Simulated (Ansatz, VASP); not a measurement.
**Two plane-wave programs on MgO**

File INCAR:

```
SYSTEM = MgO
PREC = Accurate
ENCUT = 520
EDIFF = 1E-6
ISMEAR = -1
SIGMA = 0.02
LREAL = .False.
LASPH = .True.
NELM = 100
ALGO = Normal
ISIF = 2
LWAVE = .False.
LCHARG = .False.
GGA = PE
NBANDS = 11
```

File KPOINTS:

```
regular mesh
0
Gamma
  10 10 10
  0 0 0
```

Contents of POSCAR:

```
MgO
1.0
   -0.0086140562      2.2818350271      2.2818350271
    2.2818350271     -0.0086140562      2.2818350271
    2.2818350271      2.2818350271     -0.0086140562
Mg O
1 1
Direct
   -0.0003332306     -0.0003332306     -0.0003332306
    0.2503332306      0.2503332306      0.2503332306
```

Input for Ansatz:

```yaml
crystal:
  lattice:
    - [-0.0086140562, 2.2818350271, 2.2818350271]
    - [2.2818350271, -0.0086140562, 2.2818350271]
    - [2.2818350271, 2.2818350271, -0.0086140562]
  atoms:
    - { symbol: Mg, position: [-0.0003332306, -0.0003332306, -0.0003332306] }
    - { symbol: O, position: [0.2503332306, 0.2503332306, 0.2503332306] }
kpoints:
  mp_grid: { grid: [10, 10, 10] }
  band_path:
    path:
      - [0.0, 0.0, 0.0]
      - [-0.5, -0.5, 0.0]
      - [-0.375, -0.375, 0.25]
      - [-0.375, 0.0, 0.375]
      - [0.0, 0.0, 0.5]
      - [-0.5, -0.25, 0.25]
    npoints: 1
hamiltonian:
  xc: pbe
scf:
  occupations: { method: fermi_dirac, width: 0.02 }
  n_extra_bands: 4
output:
  forces: true
  stress: true
  eigenvalues: true
  write_density: true
  write_potential: true
  elf: true
  volumetric_format: npy
```

Change from the starting cell: epitaxial_111 strain +0.4%.

Alike in both runs: task single point; functional PBE; k mesh 10 × 10 × 10; occupations fermi-dirac, width 0.02 eV; no spin polarisation.

|  | VASP | Ansatz |
| --- | --- | --- |
| version | VASP 6.6.1 | Ansatz 0.2.0 |
| potentials or method | VASP PAW PBE potentials, release 64 (Mg, O) | plane waves, PAW |
| plane-wave cutoff (eV) | 520 | 420 |
| valence electrons in the cell | 8 | 16 |

Ansatz gave:

| Item | Value |
| --- | --- |
| gap on the k mesh at the Fermi level (eV) | 3.61 |
| pressure (GPa) | 3.2 |
| largest component of the traceless stress (GPa) | 0.31 |

**Question.** Estimate VASP's values.

**Answer.** gap on the k mesh at the Fermi level (eV): 3.59; pressure (GPa): 2.8; largest component of the traceless stress (GPa): 0.32.

The two sets of potentials don't hold the same shells in valence.
